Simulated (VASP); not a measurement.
# C (P6_3/mmc) in VASP: a series of runs

The runs below take C through dielectric tensor, band structure, with LDA, r2SCAN, SCAN, rSCAN.

The COD entry that gives the cell may itself be a prediction, so a difference from it is no test against experiment.

Everything below comes from runs of VASP 6.6.1. Logs are shortened: lines on timing, memory, paths and dates and some standing lists are left out, and cuts for length are marked.

## 1. Starting point

It takes space group P6_3/mmc (No. 194, hexagonal). Conventional cell: a = 2.522 Å, b = 2.522 Å, c = 12.356 Å, α = 90.00°, β = 90.00°, γ = 120.00°. Around C (site symmetry 3m) lie 4 C at 1.54 Å. Around C (site symmetry 3m) lie 4 C at 1.54 Å. C (site symmetry 3m) has 4 C at 1.54 Å as nearest neighbours.

This is a hexagonal form of diamond, not graphite.

## 2. Dielectric tensor, LDA

INCAR reads:

```
SYSTEM = C
ALGO     = Fast           ! electronic algorithm
EDIFF    = 1E-8           ! SCF threshold, eV
ENCUT    = 520            ! plane-wave cutoff, eV
ISIF     = 2              ! what is computed and relaxed
ISMEAR   = 0              ! smearing method
KPAR     = 4            
LASPH    = .TRUE.         ! aspherical terms in the spheres
LCHARG   = .FALSE.        ! write CHGCAR
LEPSILON = .TRUE.         ! dielectric tensor by DFPT
LREAL    = .FALSE.        ! projectors in reciprocal space
LWAVE    = .FALSE.        ! write WAVECAR
NELM     = 80             ! most SCF steps
PREC     = Accurate       ! precision mode
SIGMA    = 0.02           ! smearing width, eV
```

KPOINTS reads:

```
k-points
0
G
  12 12 4
  0 0 0
```

POSCAR reads:

```
C
1.0
    2.5221000000      0.0000000000      0.0000000000
   -1.2610500000      2.1842026709      0.0000000000
    0.0000000000      0.0000000000     12.3557000000
C
12
Direct
    0.6666666667      0.3333333333      0.3541700000
    0.3333333333      0.6666666667      0.8541700000
    0.6666666667      0.3333333333      0.1458300000
    0.3333333333      0.6666666667      0.6458300000
    0.6666666667      0.3333333333      0.4791700000
    0.3333333333      0.6666666667      0.9791700000
    0.6666666667      0.3333333333      0.0208300000
    0.3333333333      0.6666666667      0.5208300000
    0.0000000000      0.0000000000      0.8125000000
    0.0000000000      0.0000000000      0.3125000000
    0.0000000000      0.0000000000      0.6875000000
    0.0000000000      0.0000000000      0.1875000000
```

Potentials or basis: VASP PAW LDA potentials, release 64 (C).

Command:

```sh
> cat potpaw_LDA.64/C/POTCAR > POTCAR
> mpirun -np 4 vasp_std > vasp.out
```

OUTCAR:

```text
SYSTEM = C
   EDIFF = 1E-8
   ENCUT = 520
   ISIF = 2
   ISMEAR = 0
   LASPH = .TRUE.
   LEPSILON = .TRUE.
   LREAL = .FALSE.
   NELM = 80
   PREC = Accurate

 ion  position               nearest neighbor table
   1  0.667  0.333  0.354-   5 1.54  10 1.54  10 1.54  10 1.54
   2  0.333  0.667  0.854-   6 1.54   9 1.54   9 1.54   9 1.54
   3  0.667  0.333  0.146-   7 1.54  12 1.54  12 1.54  12 1.54
   4  0.333  0.667  0.646-   8 1.54  11 1.54  11 1.54  11 1.54
   5  0.667  0.333  0.479-   8 1.54   8 1.54   8 1.54   1 1.54
   6  0.333  0.667  0.979-   7 1.54   7 1.54   7 1.54   2 1.54
   7  0.667  0.333  0.021-   6 1.54   6 1.54   6 1.54   3 1.54
   8  0.333  0.667  0.521-   5 1.54   5 1.54   5 1.54   4 1.54
   9  0.000  0.000  0.812-  11 1.54   2 1.54   2 1.54   2 1.54
  10  0.000  0.000  0.312-  12 1.54   1 1.54   1 1.54   1 1.54
  11  0.000  0.000  0.688-   9 1.54   4 1.54   4 1.54   4 1.54
  12  0.000  0.000  0.188-  10 1.54   3 1.54   3 1.54   3 1.54

  LATTYP: Found a hexagonal cell.
 ALAT       =     2.5221000000
 C/A-ratio  =     4.8989730780

  Lattice vectors:

 A1 = (   2.5221000000,   0.0000000000,   0.0000000000)
 A2 = (  -1.2610500000,   2.1842026709,   0.0000000000)
 A3 = (   0.0000000000,   0.0000000000,  12.3557000000)

Analysis of symmetry for initial positions (statically):
=====================================================================
 Subroutine PRICEL returns:
 Original cell was already a primitive cell.

 Routine SETGRP: Setting up the symmetry group for a
 hexagonal supercell.

 Subroutine GETGRP returns: Found 24 space group operations
 (whereof 12 operations were pure point group operations)
 out of a pool of 24 trial point group operations.

The static configuration has the point symmetry D_3d.
 The point group associated with its full space group is D_6h.

Analysis of symmetry for dynamics (positions and initial velocities):
=====================================================================
 Subroutine PRICEL returns:
 Original cell was already a primitive cell.

 Routine SETGRP: Setting up the symmetry group for a
 hexagonal supercell.

 Subroutine GETGRP returns: Found 24 space group operations
 (whereof 12 operations were pure point group operations)
 out of a pool of 24 trial point group operations.

The dynamic configuration has the point symmetry D_3d.
 The point group associated with its full space group is D_6h.

 Subroutine INISYM returns: Found 24 space group operations
 (whereof 12 operations are pure point group operations),
 and found     1 'primitive' translations

----------------------------------------------------------------------------------------

                                     Primitive cell

  volume of cell :      68.0648

  direct lattice vectors                    reciprocal lattice vectors
     2.522100000  0.000000000  0.000000000     0.396494984  0.228916486  0.000000000
    -1.261050000  2.184202671  0.000000000     0.000000000  0.457832972  0.000000000
     0.000000000  0.000000000 12.355700000     0.000000000  0.000000000  0.080934306

  length of vectors
     2.522100000  2.522100000 12.355700000     0.457832972  0.457832972  0.080934306

  position of ions in fractional coordinates (direct lattice)
     0.666666667  0.333333333  0.354170000
     0.333333333  0.666666667  0.854170000
     0.666666667  0.333333333  0.145830000
     0.333333333  0.666666667  0.645830000
     0.666666667  0.333333333  0.479170000
     0.333333333  0.666666667  0.979170000
     0.666666667  0.333333333  0.020830000
     0.333333333  0.666666667  0.520830000
     0.000000000  0.000000000  0.812500000
[... 146 lines left out ...]
      4      -8.5913      2.00000
      5      -8.5686      2.00000
      6      -5.7396      2.00000
[... 805 lines left out ...]
     30      17.3558      0.00000
     31      17.9581      0.00000

 [... further k-points ...]

  FORCE on cell =-STRESS in cart. coord.  units (eV):
  Direction    XX          YY          ZZ          XY          YZ          ZX
  --------------------------------------------------------------------------------------
  -------------------------------------------------------------------------------------
  Total       -5.9741956     -5.9741956     -2.4483598      0.0000000      0.0000000      0.0000000
  in kB     -140.6265844   -140.6265844    -57.6319399      0.0000000      0.0000000      0.0000000
  external PRESSURE =    -112.9617029 kB  Pullay stress =       0.0000000 kB

 VOLUME and BASIS-vectors are now :
 -----------------------------------------------------------------------------
  energy-cutoff  :      520.00
  volume of cell :       68.06
      direct lattice vectors                 reciprocal lattice vectors
     2.522100000  0.000000000  0.000000000     0.396494984  0.228916486  0.000000000
    -1.261050000  2.184202671  0.000000000     0.000000000  0.457832972  0.000000000
     0.000000000  0.000000000 12.355700000     0.000000000  0.000000000  0.080934306

 POSITION                                       TOTAL-FORCE (eV/Angst)
 -----------------------------------------------------------------------------------
      1.26105      0.72807      4.37602        -0.000000      0.000000      0.312689
     -0.00000      1.45614     10.55387         0.000000     -0.000000      0.312689
      1.26105      0.72807      1.80183        -0.000000      0.000000     -0.312689
     -0.00000      1.45614      7.97968         0.000000     -0.000000     -0.312689
      1.26105      0.72807      5.92048        -0.000000      0.000000     -0.027207
     -0.00000      1.45614     12.09833         0.000000     -0.000000     -0.027207
      1.26105      0.72807      0.25737        -0.000000      0.000000      0.027207
     -0.00000      1.45614      6.43522         0.000000     -0.000000      0.027207
      0.00000      0.00000     10.03901        -0.000000     -0.000000      0.339046
      0.00000      0.00000      3.86116        -0.000000     -0.000000      0.339046
      0.00000      0.00000      8.49454        -0.000000     -0.000000     -0.339046
      0.00000      0.00000      2.31669        -0.000000     -0.000000     -0.339046
 -----------------------------------------------------------------------------------
    total drift:                               -0.000000      0.000000      0.000000

  FREE ENERGIE OF THE ION-ELECTRON SYSTEM (eV)
  ---------------------------------------------------
  free  energy   TOTEN  =      -121.3254694612 eV

  energy  without entropy=     -121.3254694612  energy(sigma->0) =     -121.32546946

 HEAD OF MICROSCOPIC STATIC DIELECTRIC TENSOR (INDEPENDENT PARTICLE, excluding Hartree and local field effects)
 ------------------------------------------------------
           5.952100     0.000000    -0.000000
           0.000000     5.952100     0.000000
           0.000000     0.000000     6.023115
 ------------------------------------------------------

 Free energy of the ion-electron system (eV)
  ---------------------------------------------------
  ---------------------------------------------------
  free energy    TOTEN  =        -0.94753643 eV

  energy without entropy =       -0.94753643

------------------------ aborting loop because EDIFF is reached ----------------------------------------

--------------------------------------- Ionic step        2  -------------------------------------------

------------------------ aborting loop because EDIFF is reached ----------------------------------------

--------------------------------------- Ionic step        3  -------------------------------------------

 Free energy of the ion-electron system (eV)
  ---------------------------------------------------
  ---------------------------------------------------
  free energy    TOTEN  =        -0.96346053 eV

  energy without entropy =       -0.96346053

------------------------ aborting loop because EDIFF is reached ----------------------------------------

 PIEZOELECTRIC TENSOR FIELD DIRECTION 3  (e Angst)
 -----------------------------------------------------------------------------
    -0.00024  0.00000  0.00000           ( -0.00000  0.00000  0.00000)
     0.00000 -0.00024  0.00000           (  0.00000 -0.00000  0.00000)
     0.00000  0.00000  0.00037           (  0.00000  0.00000  0.00000)

 PIEZOELECTRIC TENSOR FIELD DIRECTION 3  (C/m^2)
 -----------------------------------------------------------------------------
    -0.00006  0.00000  0.00000
     0.00000 -0.00006  0.00000
     0.00000  0.00000  0.00009

 MACROSCOPIC STATIC DIELECTRIC TENSOR (including local field effects in DFT)
 ------------------------------------------------------
           5.765841     0.000000     0.000000
           0.000000     5.765841     0.000000
           0.000000    -0.000000     5.846434
 ------------------------------------------------------

 PIEZOELECTRIC TENSOR (including local field effects)  for field in x, y, z        (e  Angst)
          XX          YY          ZZ          XY          YZ          ZX
  --------------------------------------------------------------------------------
  x     0.00000     0.00000     0.00000     0.00000     0.00000     0.00000
  y     0.00000     0.00000     0.00000     0.00000     0.00000     0.00000
  z     0.00000     0.00000     0.00000     0.00000     0.00000     0.00000

 PIEZOELECTRIC TENSOR (including local field effects)  for field in x, y, z        (C/m^2)
          XX          YY          ZZ          XY          YZ          ZX
  --------------------------------------------------------------------------------
  x     0.00000     0.00000     0.00000     0.00000     0.00000     0.00000
  y     0.00000     0.00000     0.00000     0.00000     0.00000     0.00000
  z     0.00000     0.00000     0.00000     0.00000     0.00000     0.00000

 BORN EFFECTIVE CHARGES (including local field effects) (in |e|, cummulative output)
 ---------------------------------------------------------------------------------
 ion    1
    1     0.01842     0.00000     0.00000
    2     0.00000     0.01842     0.00000
    3    -0.00000    -0.00000     0.00674
 ion    2
    1     0.01842     0.00000     0.00000
    2     0.00000     0.01842    -0.00000
    3    -0.00000     0.00000     0.00674
 ion    3
    1     0.01842     0.00000     0.00000
    2     0.00000     0.01842    -0.00000
    3     0.00000     0.00000     0.00674
 ion    4
    1     0.01842     0.00000     0.00000
    2     0.00000     0.01842     0.00000
    3    -0.00000    -0.00000     0.00674
 ion    5
[... 16 lines left out ...]
    1    -0.02633     0.00000     0.00000
    2     0.00000    -0.02633     0.00000
    3     0.00000    -0.00000    -0.01034
 ion   10
    1    -0.02633     0.00000     0.00000
    2     0.00000    -0.02633     0.00000
    3    -0.00000     0.00000    -0.01034
 ion   11
    1    -0.02633     0.00000     0.00000
    2     0.00000    -0.02633     0.00000
    3    -0.00000    -0.00000    -0.01034
 ion   12
    1    -0.02633     0.00000     0.00000
    2     0.00000    -0.02633     0.00000
    3     0.00000     0.00000    -0.01034
```

Run time: 13 min. Hardware: 4 MPI ranks of Intel Xeon Platinum 8375C at 2.90GHz (Ice Lake), shared host; peak memory 0.66 GiB.

What came out:

```
Band gap on the k mesh                  : 4.35 eV, indirect (least direct gap 5.25 eV)
Electronic dielectric tensor (diagonal) : 5.77, 5.77, 5.85
Born charges (mean of the diagonal)     : C +0.01, -0.02 e
```

Levels at points of the mesh, in eV from the valence-band top:
| k point | band 20 | band 21 | band 22 | band 23 | band 24 | band 25 | band 26 | band 27 | band 28 | band 29 |
| --- | --- | --- | --- | --- | --- | --- | --- | --- | --- | --- |
| (0.00, 0.00, 0.00) | -0.98 | -0.98 | -0.15 | 0.00 | 0.00 | 5.25 | 5.25 | 5.61 | 6.31 | 6.31 |
| (0.50, 0.00, 0.00) | -4.28 | -4.05 | -4.05 | -3.62 | -2.88 | 4.48 | 5.05 | 5.20 | 5.56 | 6.78 |
| (0.00, 0.00, 0.50) | -1.32 | -0.33 | -0.33 | -0.33 | -0.33 | 5.64 | 5.64 | 5.64 | 5.64 | 6.23 |
| (0.50, 0.00, 0.50) | -4.96 | -3.75 | -3.75 | -3.23 | -3.23 | 4.65 | 4.65 | 5.85 | 5.85 | 5.94 |

Electronic dielectric tensor:
```
5.77 0.00 0.00
0.00 5.77 0.00
0.00 0.00 5.85
```

Born effective charge tensors (e):
atom 1, C
```
0.02 0.00 0.00
0.00 0.02 0.00
0.00 0.00 0.01
```
atom 2, C
```
0.02 0.00 0.00
0.00 0.02 0.00
0.00 0.00 0.01
```
atom 3, C
```
0.02 0.00 0.00
0.00 0.02 0.00
0.00 0.00 0.01
```
atom 4, C
```
0.02 0.00 0.00
0.00 0.02 0.00
0.00 0.00 0.01
```
atom 5, C
```
0.01 0.00 0.00
0.00 0.01 0.00
0.00 0.00 0.00
```
atom 6, C
```
0.01 0.00 0.00
0.00 0.01 0.00
0.00 0.00 0.00
```
atom 7, C
```
0.01 0.00 0.00
0.00 0.01 0.00
0.00 0.00 0.00
```
atom 8, C
```
0.01 0.00 0.00
0.00 0.01 0.00
0.00 0.00 0.00
```
atom 9, C
```
-0.03  0.00  0.00
 0.00 -0.03  0.00
 0.00  0.00 -0.01
```
atom 10, C
```
-0.03  0.00  0.00
 0.00 -0.03  0.00
 0.00  0.00 -0.01
```
atom 11, C
```
-0.03  0.00  0.00
 0.00 -0.03  0.00
 0.00  0.00 -0.01
```
atom 12, C
```
-0.03  0.00  0.00
 0.00 -0.03  0.00
 0.00  0.00 -0.01
```

A k mesh can miss the band edges. As with any semilocal functional, this LDA gap is likely too small.

## 3. Band structure, r2SCAN

INCAR reads:

```
SYSTEM = C
PREC     = Accurate       ! precision mode
ENCUT    = 520            ! plane-wave cutoff, eV
EDIFF    = 1E-7           ! SCF threshold, eV
ISMEAR   = -1             ! smearing method
SIGMA    = 0.05           ! smearing width, eV
LREAL    = .FALSE.        ! projectors in reciprocal space
LASPH    = .TRUE.         ! aspherical terms in the spheres
NELM     = 100            ! most SCF steps
ALGO     = Normal         ! electronic algorithm
ISIF     = 2              ! what is computed and relaxed
LWAVE    = .FALSE.        ! write WAVECAR
LCHARG   = .FALSE.        ! write CHGCAR
METAGGA  = R2SCAN         ! meta-GGA
LMIXTAU  = .TRUE.       
NBANDS   = 36             ! bands
```

KPOINTS reads:

```
Automatic mesh
0
G
  12 12 3
  0 0 0
```

POSCAR is that of step 2.

KPOINTS_OPT reads:

```
path GMKGALHA,LM,KH
20
line-mode
reciprocal
 0.0000000000  0.0000000000  0.0000000000  G
 0.5000000000  0.0000000000  0.0000000000  M

 0.5000000000  0.0000000000  0.0000000000  M
 0.3333333333  0.3333333333  0.0000000000  K

 0.3333333333  0.3333333333  0.0000000000  K
 0.0000000000  0.0000000000  0.0000000000  G

 0.0000000000  0.0000000000  0.0000000000  G
 0.0000000000  0.0000000000  0.5000000000  A

 0.0000000000  0.0000000000  0.5000000000  A
 0.5000000000  0.0000000000  0.5000000000  L

 0.5000000000  0.0000000000  0.5000000000  L
 0.3333333333  0.3333333333  0.5000000000  H

 0.3333333333  0.3333333333  0.5000000000  H
 0.0000000000  0.0000000000  0.5000000000  A

 0.5000000000  0.0000000000  0.5000000000  L
 0.5000000000  0.0000000000  0.0000000000  M

 0.3333333333  0.3333333333  0.0000000000  K
 0.3333333333  0.3333333333  0.5000000000  H
```

Potentials or basis: VASP PAW PBE potentials, release 64 (C).

Command:

```sh
> cat potpaw_PBE.64/C/POTCAR > POTCAR
> mpirun -np 1 vasp_std > vasp.out
```

Run time: 26 min. Hardware: 1 thread of AMD EPYC 7R43 (Zen 3), shared host; peak memory 0.23 GiB.

The run converged. Its results:

| Property | Result |
| --- | --- |
| Free energy | -117.8431 eV |
| Pressure | -1.0 GPa |
| Largest force | 0.344 eV/Å |
| Band gap on the k mesh | 4.57 eV, indirect (least direct gap 5.53 eV) |
| Band gap along the path | 4.55 eV, indirect (least direct gap 5.53 eV) |

Forces in eV/Å, atoms in the order of the input:
```
C    0.000  0.000  0.340
C    0.000  0.000  0.340
C    0.000  0.000 -0.340
C    0.000  0.000 -0.340
C    0.000  0.000 -0.029
C    0.000  0.000 -0.029
C    0.000  0.000  0.029
C    0.000  0.000  0.029
C    0.000  0.000  0.344
C    0.000  0.000  0.344
C    0.000  0.000 -0.344
C    0.000  0.000 -0.344
```

Stress tensor (GPa, compression positive):
```
-3.93  0.00  0.00
 0.00 -3.93  0.00
 0.00  0.00  4.80
```

Levels at the corners of the path, in eV from the valence-band top:
| point | band 22 | band 23 | band 24 | band 25 | band 26 | band 27 |
| --- | --- | --- | --- | --- | --- | --- |
| Γ | -0.16 | 0.00 | 0.00 | 5.53 | 5.53 | 5.91 |
| M | -4.30 | -3.84 | -3.07 | 4.74 | 5.35 | 5.52 |
| M | -4.30 | -3.84 | -3.07 | 4.74 | 5.35 | 5.52 |
| K | -5.07 | -4.82 | -4.82 | 5.92 | 5.92 | 6.57 |
| K | -5.07 | -4.82 | -4.82 | 5.92 | 5.92 | 6.57 |
| Γ | -0.16 | 0.00 | 0.00 | 5.53 | 5.53 | 5.91 |
| Γ | -0.16 | 0.00 | 0.00 | 5.53 | 5.53 | 5.91 |
| A | -0.35 | -0.35 | -0.35 | 5.95 | 5.95 | 5.95 |
| A | -0.35 | -0.35 | -0.35 | 5.95 | 5.95 | 5.95 |
| L | -3.99 | -3.44 | -3.44 | 4.92 | 4.92 | 6.18 |
| L | -3.99 | -3.44 | -3.44 | 4.92 | 4.92 | 6.18 |
| H | -5.62 | -5.05 | -5.05 | 6.18 | 6.18 | 7.48 |
| H | -5.62 | -5.05 | -5.05 | 6.18 | 6.18 | 7.48 |
| A | -0.35 | -0.35 | -0.35 | 5.95 | 5.95 | 5.95 |
| L | -3.99 | -3.44 | -3.44 | 4.92 | 4.92 | 6.18 |
| M | -4.30 | -3.84 | -3.07 | 4.74 | 5.35 | 5.52 |
| K | -5.07 | -4.82 | -4.82 | 5.92 | 5.92 | 6.57 |
| H | -5.62 | -5.05 | -5.05 | 6.18 | 6.18 | 7.48 |

Caveat: the PAW data sets were made with another functional, which shifts forces and pressure a little. r2SCAN opens gaps a little over a GGA but as a rule still falls short of measured ones.

(Continued in part 2 of 2.)
